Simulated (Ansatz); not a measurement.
# GaAs (F-43m) in Ansatz: a series of runs

Runs on GaAs. Level: r2SCAN50. Tasks: band structure, single point, equation of state.

Everything below comes from runs of Ansatz 0.2.0. Logs are shortened: lines on timing, memory, paths and dates and some standing lists are left out, and cuts for length are marked.

**What was measured.**

“Evidence of valence band perturbations in GaAsN/GaAs(001): A combined variable-angle spectroscopic ellipsometry and modulated photoreflectance investigation”, 2008, arxiv:0805.2212 reports, for a bulk crystal of GaAs at 300 K: band gap 1.412 ± 0.01 eV (direct).

The runs below are set against these values where they give the same quantity.

### Step 1. The structure

The structure is cubic, space group F-43m (No. 216). Conventional cell: a = 5.654 Å, b = 5.654 Å, c = 5.654 Å, α = 90.00°, β = 90.00°, γ = 90.00°. As (site symmetry -43m) has 4 Ga at 2.45 Å as nearest neighbours. Ga (site symmetry -43m) has 4 As at 2.45 Å as nearest neighbours.

### Step 2. Band structure, r2SCAN50

The input, input.yaml:

```yaml
crystal:
  lattice:
    - [0.0, 2.82685, 2.82685]
    - [2.82685, 0.0, 2.82685]
    - [2.82685, 2.82685, 0.0]
  atoms:
    - { symbol: As, position: [0.75, 0.75, 0.75] }
    - { symbol: Ga, position: [0.0, 0.0, 0.0] }
hamiltonian:
  xc: r2scan50
  pseudopotentials: { kind: paw }
kpoints:
  mp_grid: { grid: [5, 5, 5] }
  band_path:
    path:
      - [[0.0, 0.0, 0.0], [0.5, 0.0, 0.5], [0.5, 0.25, 0.75], [0.375, 0.375, 0.75], [0.0, 0.0, 0.0], [0.5, 0.5, 0.5], [0.625, 0.25, 0.625], [0.5, 0.25, 0.75], [0.5, 0.5, 0.5], [0.375, 0.375, 0.75]]
      - [[0.625, 0.25, 0.625], [0.5, 0.0, 0.5]]
    npoints: 4
scf:
  occupations: { method: fermi_dirac, width: 0.05 }
  n_extra_bands: 6
output:
  forces: true
  stress: true
  eigenvalues: true
  fatbands: false
  write_density: true
  write_potential: true
  elf: true
  volumetric_format: npy
```

Potentials or basis: Ansatz PAW.

Launch:

```bash
$ ansatz run input.yaml --threads 2 --pin off --max-ram 5632MiB --backend cpu --events-out ev --progress --plain --runs-dir out
```

The program printed:

```text
Warning: output.stress: scf.convergence.dr2_threshold = 1e-7 eV (the SCF's general default) is looser than the 2e-10 eV advised for a printed stress (1e-10 eV for each atom of the cell: 2). What an SCF threshold leaves in a stress goes as its square root, and in the free energy as the threshold itself, and one threshold admits the most on a small cell: of the crystals measured, under no hybrid functional and no lock of the moments, on runs that ended without the residual-converged pass, on stresses that held no estimate of that error, the worst erred by over 100 MPa in a component at 1e-7 eV an atom and by under 5 at 1e-10. Set scf.convergence.dr2_threshold to 2e-10 eV or tighter. The threshold is an SCF's pass mark: one that does not reach it within its budget of iterations ends unconverged, or closes short of it on a stop that the run arms, and scf.convergence.dr2_threshold's page says what that costs each kind of run
Warning: output.stress: scf.exx.energy_threshold = 1e-6 eV is looser than the 2e-8 eV advised for a stress under a hybrid functional (1e-8 eV for each atom of the cell: 2). Every SCF of the exchange loop can meet its threshold on dr2 while the loop round them stops early: no threshold on dr2 bounds what that leaves in the stress. Set scf.exx.energy_threshold to 2e-8 eV or tighter. The threshold is the loop's pass mark: a loop that does not reach it within its budget of cycles ends unconverged, and scf.exx.energy_threshold's page has the law
Warning: RAYON_NUM_THREADS=2 ignored (pool sized by the plan → 2); use --threads N
scf.n_extra_bands = 6 over 14 filled bands (N_el = 28.0): the run solves 20 bands
Engine: ansatz 0.2.0, aarch64-unknown-linux-gnu
Pseudopotentials: kind: paw
Pseudopotential: As, paw, valence charge 15, recommended cutoff 500 eV (meta_gga), As.paw.azcp
Pseudopotential: Ga, paw, valence charge 13, recommended cutoff 500 eV (meta_gga), Ga.paw.azcp
Functional definition: r2SCAN50
  parameter a = 0.5
  parameter k0 = 0.174
  parameter k1 = 0.065
  parameter a1 = 4.9479
  exchange = (1 - a)*r2scan_x(k0 = k0, k1 = k1, a1 = a1) + a*exact_x
  correlation = r2scan_c
Crystal: 2 atoms, lattice volume = 45.179 Å³
Basis set: ecut = 500 eV, 1139 PW (Γ), exchange–correlation on 120×120×120 points (64 copies of the dense FFT grid, shifted against one another)
Bands: 20, of which v1, the nominal top of the filled ones, is band 14 counted from 1 (13 counted from 0)
Symmetry: 24 space group operations
Space group: F-43m (ITA 216), of the structure as read, at distance tolerance 3.6e-5 Å
k-points: 10 of 125 (time reversal used)
Non-local potential: As, projectors of the file, l = 0: 2, l = 1: 2, l = 2: 3, l = 3: 1
Non-local potential: Ga, projectors of the file, l = 0: 2, l = 1: 2, l = 2: 3, l = 3: 1
PAW form: soft (Blöchl's): semilocal exchange-correlation on the pseudo side does not see the compensation charge
PAW frozen core: As, regenerated for the run's functional, and the local potential with it (the file was generated under x = pbe(κ = 0.804, μ = 0.2195149727645171), c = pbe(β = 0.06672455060314922))
PAW frozen core: Ga, regenerated for the run's functional, and the local potential with it (the file was generated under x = pbe(κ = 0.804, μ = 0.2195149727645171), c = pbe(β = 0.06672455060314922))
PAW one-centre angular grid: As, 590 points (default); XC on 160 Gauss nodes
PAW one-centre angular grid: Ga, 590 points (default); XC on 160 Gauss nodes
Initial density: superposition of atomic densities (neutral atoms: chi_scale 0, normalization atom), corrected by the library's trained network
Initial wavefunctions: pseudopotential atomic-orbital guess
Functional: x = r2scan, c = r2scan; τ floored in thin density (d = 2e-4 eV/Å³), warm-up for x = 0.5 r2scan + 0.5 exact, c = r2scan; τ floored in thin density (d = 2e-4 eV/Å³)
SCF iter   1: F=—  HF=-8655.695601 eV  |F-HF|=—  |Δ(HF+E_count)|=         —  Δρ=8.73e-3  dr2=1.26e-2  dr2_τ=4.67e-3  ethr=1.77e-3  ⟨swp⟩=10.7  Hψ=876  notcnv=0
preconditioner: auto → none  [insulator: Δε(μ)=0.953 eV  Ē_g=18.150 eV  σ=0.050 eV  W_gap=1.00  n_scr=14 (ndim 8)  ℏωp=23.4 eV  f_vac=0.090  D(μ)=0.00/eV (n_scr^D=0)]
SCF iter   2: F=—  HF=-8655.705634 eV  |F-HF|=—  |Δ(HF+E_count)|=   1.00e-2  Δρ=2.02e-3  dr2=1.63e-3  dr2_τ=3.78e-5  ethr=4.51e-5  ⟨swp⟩=4.2  Hψ=644  notcnv=0  defer=1
SCF iter   3: F=—  HF=-8655.705508 eV  |F-HF|=—  |Δ(HF+E_count)|=   1.26e-4  Δρ=1.73e-3  dr2=4.65e-4  dr2_τ=4.88e-6  ethr=5.81e-6  ⟨swp⟩=4.0  Hψ=503  notcnv=0
SCF iter   4: F=-8655.705674 eV  HF=-8655.705715 eV  |F-HF|=4.11e-5  |Δ(HF+E_count)|=   2.07e-4  Δρ=4.08e-4  dr2=4.72e-5  dr2_τ=6.60e-7  ethr=1.66e-6  ⟨swp⟩=2.5  Hψ=347  notcnv=0
SCF 1 stopped early in 4 iterations: F = -8655.705674 eV  dr2 = 4.72e-5
Initial density: handed on by an earlier stage of this run
Initial wavefunctions: those handed on with the density
Functional: x = 0.5 r2scan + 0.5 exact, c = r2scan; τ floored in thin density (d = 2e-4 eV/Å³)
Frozen-core exchange: fock
SCF iter   1: F=—  HF=-8652.016005 eV  |F-HF|=—  |Δ(HF+E_count)|=         —  Δρ=1.57e-2  dr2=4.30e-2  dr2_τ=3.19e-4  ethr=1.68e-6  ⟨swp⟩=5.9  Hψ=1003  notcnv=0
preconditioner: auto → none  [insulator: Δε(μ)=3.408 eV  Ē_g=24.488 eV  σ=0.050 eV  W_gap=1.00  n_scr=14 (ndim 8)  ℏωp=23.4 eV  f_vac=0.084  D(μ)=0.00/eV (n_scr^D=0)]
SCF iter   2: F=—  HF=-8651.988232 eV  |F-HF|=—  |Δ(HF+E_count)|=   2.78e-2  Δρ=4.28e-3  dr2=9.76e-3  dr2_τ=8.31e-5  ethr=1.68e-6  ⟨swp⟩=4.0  Hψ=680  notcnv=0
SCF iter   3: F=—  HF=-8652.031536 eV  |F-HF|=—  |Δ(HF+E_count)|=   4.33e-2  Δρ=5.34e-3  dr2=4.79e-3  dr2_τ=2.39e-5  ethr=1.68e-6  ⟨swp⟩=4.0  Hψ=722  notcnv=0
SCF iter   4: F=—  HF=-8652.030839 eV  |F-HF|=—  |Δ(HF+E_count)|=   6.96e-4  Δρ=1.56e-3  dr2=8.40e-4  dr2_τ=2.74e-6  ethr=1.68e-6  ⟨swp⟩=4.0  Hψ=539  notcnv=0
SCF iter   5: F=—  HF=-8652.033107 eV  |F-HF|=—  |Δ(HF+E_count)|=   2.27e-3  Δρ=8.17e-4  dr2=1.81e-4  dr2_τ=8.21e-7  ethr=1.22e-6  ⟨swp⟩=4.0  Hψ=518  notcnv=0
iter 6 solved again at ethr=2.52e-9 eV; its pass at ethr=4.61e-7 eV (dr2=7.07e-7 eV) is discarded
SCF iter   6: F=-8652.033047 eV  HF=-8652.033047 eV  |F-HF|=4.33e-7  |Δ(HF+E_count)|=   5.99e-5  Δρ=3.84e-5  dr2=3.66e-5  dr2_τ=5.38e-8  ethr=2.52e-9  ⟨swp⟩=4.5  Hψ=1020  notcnv=0  defer=1
SCF 2 stopped early in 6 iterations: F = -8652.033047 eV  dr2 = 3.66e-5
hybrid outer 1: dexx = +5.366e-2 eV, tail = 5.01e-4 eV
Frozen-core exchange: fock
SCF iter   1: F=—  HF=-8652.032625 eV  |F-HF|=—  |Δ(HF+E_count)|=         —  Δρ=1.70e-4  dr2=1.10e-5  dr2_τ=2.03e-7  ethr=8.95e-6  ⟨swp⟩=2.9  Hψ=428  notcnv=0
Mixer restart at iter 1: flushing history
preconditioner: auto → none  [insulator: Δε(μ)=3.709 eV  Ē_g=24.273 eV  σ=0.050 eV  W_gap=1.00  n_scr=14 (ndim 8)  ℏωp=23.4 eV  f_vac=0.081  D(μ)=0.00/eV (n_scr^D=0)]
SCF iter   2: F=—  HF=-8652.032657 eV  |F-HF|=—  |Δ(HF+E_count)|=   3.15e-5  Δρ=1.20e-4  dr2=3.79e-6  dr2_τ=6.83e-8  ethr=1.88e-8  ⟨swp⟩=4.0  Hψ=659  notcnv=0
SCF iter   3: F=—  HF=-8652.032657 eV  |F-HF|=—  |Δ(HF+E_count)|=   3.19e-7  Δρ=6.44e-5  dr2=9.47e-7  dr2_τ=1.40e-8  ethr=1.19e-8  ⟨swp⟩=2.5  Hψ=348  notcnv=0
SCF iter   4: F=—  HF=-8652.032657 eV  |F-HF|=—  |Δ(HF+E_count)|=   3.56e-7  Δρ=8.93e-6  dr2=6.82e-8  dr2_τ=5.20e-10  ethr=3.31e-9  ⟨swp⟩=3.1  Hψ=428  notcnv=0
SCF iter   5: F=—  HF=-8652.032657 eV  |F-HF|=—  |Δ(HF+E_count)|=   2.20e-8  Δρ=3.26e-6  dr2=5.48e-9  dr2_τ=1.58e-10  ethr=1.82e-10  ⟨swp⟩=4.0  Hψ=592  notcnv=0
SCF iter   6: F=-8652.032657 eV  HF=-8652.032657 eV  |F-HF|=1.80e-9  |Δ(HF+E_count)|=   5.69e-9  Δρ=1.46e-6  dr2=1.08e-9  dr2_τ=1.24e-11  ethr=1.50e-11  ⟨swp⟩=3.4  Hψ=474  notcnv=0  defer=2
SCF 3 converged in 6 iterations: F = -8652.032657 eV  dr2 = 1.08e-9
  Residual-converged pass: ⟨swp⟩=2.9  Hψ=359  notcnv=0  max |occ|·‖R‖ = 2.3e-6 eV (tolerance 2.4e-6 eV)  dr2=1.08e-9  dr2_τ=1.27e-11  dr2_onsite=1.63e-9  max |Δocc| = 1.2e-25
hybrid outer 2: dexx = +2.860e-5 eV, tail = 1.44e-6 eV, Δε = 1.54e-2 eV (about 1.20e-3 eV left of the loop's levels)
Frozen-core exchange: fock
SCF iter   1: F=—  HF=-8652.032658 eV  |F-HF|=—  |Δ(HF+E_count)|=         —  Δρ=9.39e-6  dr2=1.90e-8  dr2_τ=2.09e-10  ethr=2.56e-8  ⟨swp⟩=3.9  Hψ=439  notcnv=0
preconditioner: auto → none  [insulator: Δε(μ)=3.717 eV  Ē_g=24.274 eV  σ=0.050 eV  W_gap=1.00  n_scr=14 (ndim 8)  ℏωp=23.4 eV  f_vac=0.081  D(μ)=0.00/eV (n_scr^D=0)]
SCF iter   2: F=-8652.032658 eV  HF=-8652.032658 eV  |F-HF|=3.71e-9  |Δ(HF+E_count)|=   3.39e-8  Δρ=7.12e-6  dr2=8.89e-9  dr2_τ=9.81e-11  ethr=5.70e-11  ⟨swp⟩=4.0  Hψ=621  notcnv=0
SCF 4 converged in 2 iterations: F = -8652.032658 eV  dr2 = 8.89e-9
  Residual-converged pass: ⟨swp⟩=2.1  Hψ=317  notcnv=0  max |occ|·‖R‖ = 2.0e-6 eV (tolerance 2.4e-6 eV)  dr2=8.90e-9  dr2_τ=9.81e-11  dr2_onsite=3.70e-9  max |Δocc| = 7.8e-25
hybrid outer 3: dexx = +2.966e-8 eV, tail = 2.63e-8 eV, Δε = 4.98e-4 eV (about 1.58e-4 eV left of the loop's levels), ΔF = 2.08e-17 eV/Å (tail 1.07e-3)
NSCF: frozen V_eff on 42 k-points
hybrid SCF converged: 3 outer / 14 inner (+4 warm-up), last move |dexx| = 2.97e-8 eV, tail = 2.63e-8 eV
Stability not checked: this state was not tested for a lower state beside it, because the functional holds exact exchange (a hybrid, or Hartree-Fock), whose exchange loop this test does not read (fock_operator; see scf.lower_state_search)
Free energy (F): -8652.032658 eV
Frozen-core exchange: fock
Harris-Foulkes:  -8652.032658 eV  (|F-HF|=3.71e-9)
Internal energy: -8652.032658 eV  (E = F + TS)
E sigma→0 (E₀):  -8652.032658 eV
Fermi energy:    8.512812 eV
--- Per-component energies (eV) ---
  E_band       = -494.999413
  E_kinetic    = 216.180780
  E_local      = -3925.952617  (includes V_loc(G=0)·N_el)
  E_nonlocal   = -241.215982
  E_hartree    = 1986.745952
  E_xc         = -75.728747
  E_vxc        = -75.702615  (∫ρ·V_xc dr)
  E_exx        = -242.800801  (= α·E_x^exact, valence–valence)
  E_paw        = -3668.328883  (= ΣΔE_a)
  E_vpaw       = 41.785323  (= ΣTr[D̂ρ^β])
  E_aug_tail   = -0.000041  (compensation charges beyond the density's cutoff)
  E_vtau       = 2.021419  (kinetic-family band-sum trace: ∫τ·v_τ [+ j·A + Jᵃ·Aᵃ] dr)
  E_ewald      = -2698.727786
  E_core_change = -2.204532  (= ΣΔE_core)
  E_smearing   = -0.000000  (= −TS)
  E_closure    = 0.000000  (closes the sum)
  Σ components = -8652.032658   (vs F -8652.032658, Δ=0.00e0)
--- Forces (eV/Å), atoms counted from 1 ---
  atom   1  As    -0.00000000     0.00000000    -0.00000000
  atom   2  Ga    -0.00000000     0.00000000    -0.00000000
  max |Σ_I F_I| component: 2.01e-16 eV/Å
--- Stress (GPa, compression-positive) ---
       -1.593717       0.000000      -0.000000
       -0.000000      -1.593717       0.000000
       -0.000000       0.000000      -1.593717
  P = ⅓ Tr σ = -1.5937 GPa (-15.937 kbar)
--- Band table (eV; the first three rows and the last of 10) ---
  k-point 0: bands = ["-35.8477", "-35.8477", "-35.8477", "-35.8341", "-35.8341", "-13.9073", "-13.9073", "-13.9073", "-13.8195", "-13.8195", "-8.8722", "6.6272", "6.6272", "6.6272", "10.3446", "13.4165", "13.4165", "13.4165", "17.7220", "20.3504"]
  k-point 1: bands = ["-35.8475", "-35.8475", "-35.8475", "-35.8340", "-35.8340", "-13.9196", "-13.9007", "-13.9007", "-13.8200", "-13.8200", "-8.3356", "2.8981", "6.0456", "6.0456", "11.2610", "14.2298", "14.2298", "15.1285", "19.0046", "19.0046"]
  k-point 2: bands = ["-35.8472", "-35.8470", "-35.8470", "-35.8338", "-35.8338", "-13.9393", "-13.8912", "-13.8912", "-13.8191", "-13.8191", "-7.0746", "-0.7679", "5.3495", "5.3495", "10.6491", "14.4433", "14.4433", "17.7184", "19.7352", "20.9544"]
  k-point 9: bands = ["-35.8475", "-35.8468", "-35.8462", "-35.8339", "-35.8335", "-13.9554", "-13.8819", "-13.8728", "-13.8292", "-13.8167", "-6.1091", "-0.9752", "2.2918", "3.4551", "13.5654", "14.1145", "14.9119", "18.6254", "19.9370", "21.7937"]
```

Wall time 3.9 min (2 threads of Arm Neoverse V1, shared host); peak memory 1.3 GiB.

Results:

- Free energy: -8652.0327 eV
- Pressure: -1.6 GPa
- Band gap on the k mesh: 3.72 eV, direct
- Band gap along the path: 3.72 eV, direct

Levels at the corners of the path, in eV from the valence-band top:
| point | band 12 | band 13 | band 14 | band 15 | band 16 | band 17 |
| --- | --- | --- | --- | --- | --- | --- |
| Γ | 0.00 | 0.00 | 0.00 | 3.72 | 6.79 | 6.79 |
| X | -8.19 | -3.24 | -3.24 | 4.07 | 4.42 | 14.50 |
| W | -7.92 | -4.30 | -4.02 | 7.68 | 8.17 | 8.90 |
| K | -7.93 | -4.69 | -2.75 | 4.72 | 7.87 | 11.81 |
| Γ | 0.00 | 0.00 | 0.00 | 3.72 | 6.79 | 6.79 |
| L | -8.03 | -1.36 | -1.36 | 3.94 | 7.75 | 7.75 |
| U | -7.93 | -4.69 | -2.75 | 4.72 | 7.87 | 11.81 |
| W | -7.92 | -4.30 | -4.02 | 7.68 | 8.17 | 8.90 |
| L | -8.03 | -1.36 | -1.36 | 3.94 | 7.75 | 7.75 |
| K | -7.93 | -4.69 | -2.75 | 4.72 | 7.87 | 11.81 |
| U | -7.93 | -4.69 | -2.75 | 4.72 | 7.87 | 11.81 |
| X | -8.19 | -3.24 | -3.24 | 4.07 | 4.42 | 14.50 |

Caveat: the PAW data sets come from PBE, with cores solved anew for the run's functional, which leaves a small shift of forces and pressure; the thresholds are loose for stress.

(Part 1 of 2 ends here.)
